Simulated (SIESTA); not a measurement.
In:

```
CELL_PARAMETERS angstrom
3.33548 0.00000 0.00000
-1.66774 2.88861 0.00000
0.00000 0.00000 5.50914
ATOMIC_POSITIONS crystal
In 0.66667 0.33333 0.75000
In 0.33333 0.66667 0.25000
```

This isn't the form of In at room conditions, which is tetragonal.

```yaml
Program: SIESTA 5.4.2
Task: relaxation of cell and atoms
Functional: PBE
Potentials_or_basis: SG15 1.2 (PBE files) or PseudoDojo by element
Basis: DZP (energy shift 0.003 Ry; two zetas on semicore shells)
Grid_cutoff: 500 Ry
Energy_shift: 0.003 Ry
k_mesh: 9 × 9 × 5
Occupations: fermi-dirac, width 0.05 eV
Spin: no spin polarisation
```

At the start: pressure 2.1 GPa; volume 26.54 Å³/atom.

**Question.** How do energy, volume and symmetry change on relaxing?

**Answer.** Over 12 steps the energy falls by 22.5 meV/atom and the volume is 28.16 Å³/atom (+6.1 %); space group P6_3/mmc (No. 194, to 0.05 Å).

The path:
```csv
step,energy change (eV),largest force (eV/Å),pressure (GPa),volume (Å³)
1,0.0000,0.0000,2.13,53.08
2,-0.0045,0.0000,1.80,53.48
3,-0.0173,0.0000,0.32,55.88
4,-0.0177,0.0000,0.02,56.47
5,-0.0178,0.0001,-0.05,56.62
6,-0.0188,0.0001,-0.29,57.15
7,-0.0244,0.0003,-0.76,58.12
8,-0.0300,0.0002,-1.33,59.15
9,-0.0345,0.0001,-0.90,58.19
10,-0.0430,0.0003,-0.24,56.72
11,-0.0454,0.0003,0.12,56.14
12,-0.0451,0.0003,-0.01,56.33
```

Final structure:
```
In
1.0
     3.31155   -0.00147    0.00000
    -1.65705    2.86715    0.00000
     0.00000    0.00000    5.93425
In
2
Direct
  0.66665 0.33335 0.75000
  0.33335 0.66665 0.25000
```

Caveat: the basis of atomic orbitals isn't converged, which shifts pressures, moduli and gaps.
